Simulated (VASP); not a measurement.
# ZnSe in VASP: how settings move the PBE single point

Aim: see what changed inputs do to the PBE single point of zincblende ZnSe, under +5.0 % biaxial strain in x and y, free along z.

The runs shown are made with VASP 6.6.1. PAW datasets, plane waves. Spin-unpolarised throughout; all numbers are computed.

## Step 1: The system as given

The cell comes from an earlier relaxation with r2SCAN in another program, then strained, with the atoms relaxed again.

The symmetry is I-4m2 (No. 119, tetragonal); conventional cell a = 4.206 Å, c = 5.318 Å, 23.52 Å³ an atom. Around Zn lie 4 Se at 2.49 Å; around Se lie 4 Zn at 2.49 Å.

Structure file:

```
CELL_PARAMETERS angstrom
0.00000 2.97404 2.65904
2.97404 0.00000 2.65904
2.97404 2.97404 0.00000
ATOMIC_POSITIONS crystal
Zn 0.00000 0.00000 0.00000
Se 0.25000 0.25000 0.25000
```

## Step 2: Baseline

INCAR

```
ENCUT = 520.000000
SIGMA = 0.020000
EDIFF = 1.00e-07
GGA = PE
PREC = Accurate
IBRION = -1
ISIF = 2
ISMEAR = -1
NBANDS = 16
NELM = 120
NSW = 0
LASPH = .TRUE.
LCHARG = .FALSE.
LWAVE = .FALSE.
LREAL = .FALSE.
```

KPOINTS

```
KPOINTS created by Atomic Simulation Environment
0
Gamma
8 8 8
0 0 0
```

POSCAR

```
Zn Se
 1.0000000000000000
     0.0000000000000000    2.9740417191000001    2.6590364151000001
     2.9740417191000001    0.0000000000000000    2.6590364151000001
     2.9740417191000001    2.9740417191000001    0.0000000000000000
 Zn  Se
   1   1
Cartesian
  0.0000000000000000  0.0000000000000000  0.0000000000000000
  1.4870208595499999  1.4870208595499999  1.3295182075499998
```

A file KPOINTS_OPT adds named points for the levels; it doesn't enter the self-consistent loop.

Potentials: the recommended PBE PAW datasets, 18 valence electrons.

The run is started by

```console
mpirun -np 1 vasp_std
```

The closing lines of the self-consistent loop in OSZICAR:

```text
DAV:  11    -0.599568426401E+01   -0.34303E-05   -0.25826E-05  2104   0.366E-02    0.475E-03
DAV:  12    -0.599568521046E+01   -0.94645E-06   -0.25919E-06  2504   0.911E-03    0.289E-03
DAV:  13    -0.599568529074E+01   -0.80276E-07   -0.56853E-07  2248   0.583E-03
   1 F= -.59956853E+01 E0= -.59956853E+01  d E =-.532754E-12
```

Wall time 46 s (1 MPI rank of Intel Xeon Platinum 8488C, shared host); peak memory 0.22 GiB.

It gives: energy (σ→0) -5.9957 eV, pressure 0.05 GPa, gap on the mesh 0.91 eV.

## Step 3: Altered input 1

Edit INCAR of step 2 so:

```diff
@@ -9,3 +9,2 @@
 NBANDS = 16
-NELM = 120
 NSW = 0
@@ -15 +14,10 @@
 LREAL = .FALSE.
+LDAU = .TRUE.
+LDAUTYPE = 2
+LDAUL = 2 -1
+LDAUU = 8.0 0
+LDAUJ = 0 0
+LMAXMIX = 4
+ALGO = Damped
+TIME = 0.1
+NELM = 93
```

KPOINTS is that of step 2.

POSCAR is that of step 2.

The run is started by

```console
mpirun -np 1 vasp_std
```

Printed to the terminal (iteration lines stand in OSZICAR):

```text
POSCAR found type information on POSCAR ZnSe
 POSCAR found :  2 types and       2 ions
 LDA part: xc-table for (Slater+PW92), standard interpolation
 POSCAR, INCAR and KPOINTS ok, starting setup
 FFT: planning ... GRIDC
 FFT: planning ... GRID_SOFT
 FFT: planning ... GRID
 WAVECAR not read
 entering main loop
 final diagonalization occupied
```

OSZICAR, shortened:

```text
N       E                     dE             d eps       ncg     rms           ort
DAV:   1     0.145386009475E+03    0.14539E+03   -0.87389E+03   944   0.148E+03
DAV:   2     0.314322954880E+02   -0.11395E+03   -0.10768E+03   944   0.324E+02
DAV:   3     0.171822160750E+01   -0.29714E+02   -0.28735E+02   944   0.139E+02
DAV:   4    -0.460898720040E+01   -0.63272E+01   -0.62322E+01   944   0.682E+01
DAV:   5    -0.557011877818E+01   -0.96113E+00   -0.95075E+00   944   0.256E+01
SDA:   6    -0.519963097492E+01    0.37049E+00   -0.82400E-01   944   0.824E+00   0.000E+00
DMP:   7    -0.527377684810E+01   -0.74146E-01   -0.94680E-01   944   0.529E+00   0.659E+00
DMP:   8    -0.535301310777E+01   -0.79236E-01   -0.66937E-01   944   0.264E+00   0.638E+00
DMP:   9    -0.540611448568E+01   -0.53101E-01   -0.37920E-01   944   0.130E+00   0.393E+00
DMP:  10    -0.543524373656E+01   -0.29129E-01   -0.20511E-01   944   0.765E-01   0.203E+00
[... 17 lines left out ...]
DMP:  28    -0.547267550280E+01   -0.38165E-05   -0.39914E-05   944   0.241E-04   0.250E-04
DMP:  29    -0.547267872925E+01   -0.32265E-05   -0.31629E-05   944   0.167E-04   0.236E-04
DMP:  30    -0.547268136801E+01   -0.26388E-05   -0.22350E-05   944   0.101E-04   0.193E-04
DMP:  31    -0.547268324246E+01   -0.18744E-05   -0.14275E-05   944   0.593E-05   0.132E-04
DMP:  32    -0.547268444880E+01   -0.12063E-05   -0.89167E-06   944   0.372E-05   0.820E-05
DMP:  33    -0.547268521171E+01   -0.76291E-06   -0.57679E-06   944   0.247E-05   0.520E-05
DMP:  34    -0.547268570363E+01   -0.49192E-06   -0.37540E-06   944   0.157E-05   0.344E-05
DMP:  35    -0.547268601173E+01   -0.30810E-06   -0.22735E-06   944   0.897E-06   0.217E-05
DMP:  36    -0.547268618485E+01   -0.17312E-06   -0.12273E-06   944   0.472E-06   0.119E-05
DMP:  37    -0.547268626880E+01   -0.83958E-07   -0.62630E-07   944   0.274E-06   0.554E-06
   1 F= -.54726863E+01 E0= -.54726863E+01  d E =-.429621E-12
```

Parts of OUTCAR:

```text
k-points           NKPTS =     59   k-points in BZ     NKDIM =     59   number of bands    NBANDS=     16

   NELECT =      18.0000    total number of electrons

   dimension x,y,z NGX =    30 NGY =   30 NGZ =   32
   dimension x,y,z NGXF=    60 NGYF=   60 NGZF=   64

  energy-cutoff  :      520.00
  volume of cell :       47.04
      direct lattice vectors                 reciprocal lattice vectors
     0.000000000  2.974041719  2.659036415    -0.168121381  0.168121381  0.188038042
     2.974041719  0.000000000  2.659036415     0.168121381 -0.168121381  0.188038042
     2.974041719  2.974041719  0.000000000     0.168121381  0.168121381 -0.188038042

 k-points in reciprocal lattice and weights: KPOINTS created by Atomic Simulation Env
   0.00000000  0.00000000  0.00000000       0.002
   0.12500000  0.00000000  0.00000000       0.016
   0.25000000  0.00000000  0.00000000       0.016
   0.37500000  0.00000000  0.00000000       0.016
   0.50000000  0.00000000  0.00000000       0.008
   0.12500000  0.12500000  0.00000000       0.004
   0.25000000  0.12500000  0.00000000       0.016
   0.37500000  0.12500000  0.00000000       0.016
[... 51 more k-points ...]

 E-fermi :   1.6589

 k-point     1 :       0.0000    0.0000    0.0000
  band No.  band energies     occupation
      1     -11.6742      2.00000
      2      -8.4121      2.00000
      3      -8.4097      2.00000
      4      -8.4097      2.00000
      5      -8.1337      2.00000
      6      -8.1321      2.00000
      7       0.9157      2.00000
      8       0.9157      2.00000
      9       1.2156      2.00000
     10       2.5239      0.00000
     11       7.2785      0.00000
     12       7.3134      0.00000
     13       7.3134      0.00000
     14      11.1702      0.00000
     15      11.1572      0.00000
     16      13.1620      0.00000

 k-point     2 :       0.1250    0.0000    0.0000
  band No.  band energies     occupation
      1     -11.5945      2.00000
      2      -8.4044      2.00000
      3      -8.4009      2.00000
      4      -8.3740      2.00000
      5      -8.1336      2.00000
      6      -8.1329      2.00000
      7      -0.2034      2.00000
      8       0.7650      2.00000
      9       1.0364      2.00000
     10       3.4929      0.00000
     11       7.0237      0.00000
     12       7.4873      0.00000
     13       7.6276      0.00000
     14      10.7707      0.00000
     15      11.5472      0.00000
     16      12.2424      0.00000

 k-point     3 :       0.2500    0.0000    0.0000
  band No.  band energies     occupation
      1     -11.3975      2.00000
      2      -8.3827      2.00000
      3      -8.3815      2.00000
      4      -8.2590      2.00000
      5      -8.1338      2.00000
      6      -8.1288      2.00000
      7      -1.8193      2.00000
      8       0.4412      2.00000
      9       0.8450      2.00000
     10       4.0215      0.00000
     11       7.4429      0.00000
     12       7.5526      0.00000
     13       8.3296      0.00000
     14      11.0863      0.00000
     15      11.1059      0.00000
     16      12.5647      0.00000

[... the tables of k-points 4 to 59 left out ...]

  Total       -0.8960884     -0.8960884      0.0854863      0.0000000      0.0000000      0.0000000
  in kB      -30.5220046    -30.5220046      2.9117801      0.0000000      0.0000000      0.0000000
  external PRESSURE =     -19.3774097 kB  Pullay stress =       0.0000000 kB

 POSITION                                       TOTAL-FORCE (eV/Angst)
 -----------------------------------------------------------------------------------
      0.00000      0.00000      0.00000        -0.000000     -0.000000     -0.000000
      1.48702      1.48702      1.32952         0.000000      0.000000      0.000000
 -----------------------------------------------------------------------------------
    total drift:                                0.000004      0.000004      0.000010

  FREE ENERGIE OF THE ION-ELECTRON SYSTEM (eV)
  ---------------------------------------------------
  free  energy   TOTEN  =        -5.4726862688 eV

  energy  without entropy=       -5.4726862688  energy(sigma->0) =       -5.47268627
```

Run time: 76 s. Hardware: 1 MPI rank of Intel Xeon Platinum 8488C, shared host; peak memory 0.24 GiB.

Changed: LDAU = .TRUE., LDAUTYPE = 2, LDAUL = 2 -1, LDAUU = 8.0 0, LDAUJ = 0 0, LMAXMIX = 4, ALGO = Damped, TIME = 0.1, NELM = 93. The run ends normally. Its total energy is on another scale than the reference's; the pressure goes from 0.1 to -1.9 GPa, the gap on the mesh goes from 0.91 to 1.31 eV.

## Step 4: Altered input 2

Edit INCAR of step 2 so:

```diff
@@ -15 +15,2 @@
 LREAL = .FALSE.
+ISYM = 3
```

KPOINTS is that of step 2.

POSCAR is that of step 2.

The run is started by

```console
mpirun -np 1 vasp_std
```

Printed to the terminal (iteration lines stand in OSZICAR):

```text
POSCAR found type information on POSCAR ZnSe
 POSCAR found :  2 types and       2 ions
 LDA part: xc-table for (Slater+PW92), standard interpolation
 POSCAR, INCAR and KPOINTS ok, starting setup
 FFT: planning ... GRIDC
 FFT: planning ... GRID_SOFT
 FFT: planning ... GRID
 WAVECAR not read
 entering main loop
|                     _     ____    _    _    _____     _                     |
|                    | |   | |_) | | |  | | | |  __    | |                    |
|                    |_|   |  _ <  | |  | | | | |_ |   |_|                    |
|                     _    | |_) | | |__| | | |__| |    _                     |
|                                                                             |
|                                                                             |
|     internal error in CHECK_FULL_KPOINTS: KPOINTS_FULL not properly         |
|     initialised                                                             |
|                                                                             |
|     If you are not a developer, you should not encounter this problem.      |
|     Please submit a bug report.                                             |
|                                                                             |
 -----------------------------------------------------------------------------

1
```

OSZICAR:

```text
N       E                     dE             d eps       ncg     rms          rms(c)
DAV:   1     0.858971687188E+02    0.85897E+02   -0.87976E+03  1888   0.127E+03
DAV:   2    -0.922185973589E+00   -0.86819E+02   -0.81632E+02  2144   0.248E+02
DAV:   3    -0.625093014111E+01   -0.53287E+01   -0.53092E+01  2296   0.602E+01
DAV:   4    -0.629226464783E+01   -0.41335E-01   -0.41331E-01  2360   0.572E+00
DAV:   5    -0.629246110040E+01   -0.19645E-03   -0.19645E-03  2336   0.355E-01
```

Wall time 18 s (1 MPI rank of Intel Xeon Platinum 8488C, shared host); peak memory 0.17 GiB.

Changed: ISYM = 3. VASP stops with an error.

## Step 5: Altered input 3

INCAR

```
ENCUT = 520.000000
EDIFF = 1.00e-07
GGA = PE
PREC = Accurate
IBRION = -1
ISIF = 2
NELM = 120
NSW = 0
LASPH = .TRUE.
LCHARG = .FALSE.
LWAVE = .FALSE.
LREAL = .FALSE.
ISMEAR = 0
SIGMA = 0.3
NBANDS = 13
```

KPOINTS is that of step 2.

POSCAR is that of step 2.

The run is started by

```console
mpirun -np 1 vasp_std
```

Standard output, without the iteration lines:

```text
POSCAR found type information on POSCAR ZnSe
 POSCAR found :  2 types and       2 ions
 LDA part: xc-table for (Slater+PW92), standard interpolation
 POSCAR, INCAR and KPOINTS ok, starting setup
 FFT: planning ... GRIDC
 FFT: planning ... GRID_SOFT
 FFT: planning ... GRID
 WAVECAR not read
 entering main loop
```

OSZICAR:

```text
N       E                     dE             d eps       ncg     rms          rms(c)
DAV:   1     0.876162984736E+02    0.87616E+02   -0.90074E+03  1534   0.158E+03
DAV:   2    -0.396554927263E+00   -0.88013E+02   -0.83836E+02  1654   0.279E+02
DAV:   3    -0.623282859035E+01   -0.58363E+01   -0.58090E+01  1874   0.704E+01
DAV:   4    -0.629213203101E+01   -0.59303E-01   -0.59285E-01  1689   0.769E+00
DAV:   5    -0.629246061101E+01   -0.32858E-03   -0.32857E-03  1884   0.542E-01    0.444E+00
DAV:   6    -0.601301407958E+01    0.27945E+00   -0.70527E-01  2262   0.286E+01    0.342E+00
DAV:   7    -0.599544343908E+01    0.17571E-01   -0.18829E-01  1689   0.436E+00    0.145E+00
DAV:   8    -0.599535782693E+01    0.85612E-04   -0.43770E-03  1812   0.669E-01    0.453E-01
DAV:   9    -0.599560043923E+01   -0.24261E-03   -0.10905E-03  1709   0.298E-01    0.698E-02
DAV:  10    -0.599568140063E+01   -0.80961E-04   -0.13294E-04  1772   0.125E-01    0.160E-02
DAV:  11    -0.599569551834E+01   -0.14118E-04   -0.24913E-05  1712   0.530E-02    0.514E-03
DAV:  12    -0.599569665252E+01   -0.11342E-05   -0.33749E-06  1824   0.206E-02    0.381E-03
DAV:  13    -0.599569666961E+01   -0.17085E-07   -0.61702E-07  1609   0.908E-03
   1 F= -.59956967E+01 E0= -.59956525E+01  d E =-.883159E-04
```

Parts of OUTCAR:

```text
k-points           NKPTS =     59   k-points in BZ     NKDIM =     59   number of bands    NBANDS=     13

   NELECT =      18.0000    total number of electrons

   dimension x,y,z NGX =    30 NGY =   30 NGZ =   32
   dimension x,y,z NGXF=    60 NGYF=   60 NGZF=   64

  energy-cutoff  :      520.00
  volume of cell :       47.04
      direct lattice vectors                 reciprocal lattice vectors
     0.000000000  2.974041719  2.659036415    -0.168121381  0.168121381  0.188038042
     2.974041719  0.000000000  2.659036415     0.168121381 -0.168121381  0.188038042
     2.974041719  2.974041719  0.000000000     0.168121381  0.168121381 -0.188038042

 k-points in reciprocal lattice and weights: KPOINTS created by Atomic Simulation Env
   0.00000000  0.00000000  0.00000000       0.002
   0.12500000  0.00000000  0.00000000       0.016
   0.25000000  0.00000000  0.00000000       0.016
   0.37500000  0.00000000  0.00000000       0.016
   0.50000000  0.00000000  0.00000000       0.008
   0.12500000  0.12500000  0.00000000       0.004
   0.25000000  0.12500000  0.00000000       0.016
   0.37500000  0.12500000  0.00000000       0.016
[... 51 more k-points ...]

 E-fermi :   2.0059

 k-point     1 :       0.0000    0.0000    0.0000
  band No.  band energies     occupation
      1     -11.6962      2.00000
      2      -5.1000      2.00000
      3      -5.1000      2.00000
      4      -5.0590      2.00000
      5      -4.7666      2.00000
      6      -4.7538      2.00000
      7       1.2161      1.99980
      8       1.2161      1.99980
      9       1.5350      1.97356
     10       2.4416      0.03997
     11       7.1851      0.00000
     12       7.2426      0.00000
     13       7.2426      0.00000

 k-point     2 :       0.1250    0.0000    0.0000
  band No.  band energies     occupation
      1     -11.6010      2.00000
      2      -5.0906      2.00000
      3      -5.0875      2.00000
      4      -5.0459      2.00000
      5      -4.7653      2.00000
      6      -4.7564      2.00000
      7       0.0148      2.00000
      8       1.0449      1.99999
      9       1.3261      1.99865
     10       3.4585      0.00000
     11       6.9749      0.00000
     12       7.4350      0.00000
     13       7.5813      0.00000

 k-point     3 :       0.2500    0.0000    0.0000
  band No.  band energies     occupation
      1     -11.3547      2.00000
      2      -5.0616      2.00000
      3      -5.0472      2.00000
      4      -5.0018      2.00000
      5      -4.7593      2.00000
      6      -4.7563      2.00000
      7      -1.6284      2.00000
      8       0.6790      2.00000
      9       1.0845      1.99999
     10       3.9531      0.00000
     11       7.4334      0.00000
     12       7.5880      0.00000
     13       8.3580      0.00000

[... the tables of k-points 4 to 59 left out ...]

  Total       -0.2860648     -0.2860648      0.6269506      0.0000000      0.0000000      0.0000000
  in kB       -9.7437603     -9.7437603     21.3548006      0.0000000      0.0000000      0.0000000
  external PRESSURE =       0.6224266 kB  Pullay stress =       0.0000000 kB

 POSITION                                       TOTAL-FORCE (eV/Angst)
 -----------------------------------------------------------------------------------
      0.00000      0.00000      0.00000        -0.000000     -0.000000     -0.000000
      1.48702      1.48702      1.32952         0.000000      0.000000      0.000000
 -----------------------------------------------------------------------------------
    total drift:                                0.000005      0.000005      0.000011

  FREE ENERGIE OF THE ION-ELECTRON SYSTEM (eV)
  ---------------------------------------------------
  free  energy   TOTEN  =        -5.9956966696 eV

  energy  without entropy=       -5.9956083537  energy(sigma->0) =       -5.99565251
```

Wall time 41 s (1 MPI rank of Intel Xeon Platinum 8488C, shared host); peak memory 0.19 GiB.

Changed: ISMEAR = 0, SIGMA = 0.3, NBANDS = 13. VASP runs to the end. Against the reference the energy moves by less than 0.1 meV/atom.

## Step 6: Comparison

| run | changed | ending | energy change (meV/atom) | pressure (GPa) | gap on the mesh (eV; negative: overlap) | electronic steps | time | usable |
| --- | --- | --- | --- | --- | --- | --- | --- | --- |
| ref. | – | converged | 0 | 0.1 | 0.91 | 13 | 46 s | yes |
| 1 | LDAU = .TRUE., LDAUTYPE = 2, LDAUL = 2 -1, LDAUU = 8.0 0, LDAUJ = 0 0, LMAXMIX = 4, ALGO = Damped, TIME = 0.1, NELM = 93 | converged | – | -1.9 | 1.31 | 37 | 76 s | yes |
| 2 | ISYM = 3 | crashed | – | – | – | 5 | 18 s | no |
| 3 | ISMEAR = 0, SIGMA = 0.3, NBANDS = 13 | converged | 0.0 | 0.1 | 0.91 | 13 | 41 s | yes |

Of 3 altered inputs, 1 gave no result, 2 gave usable results.
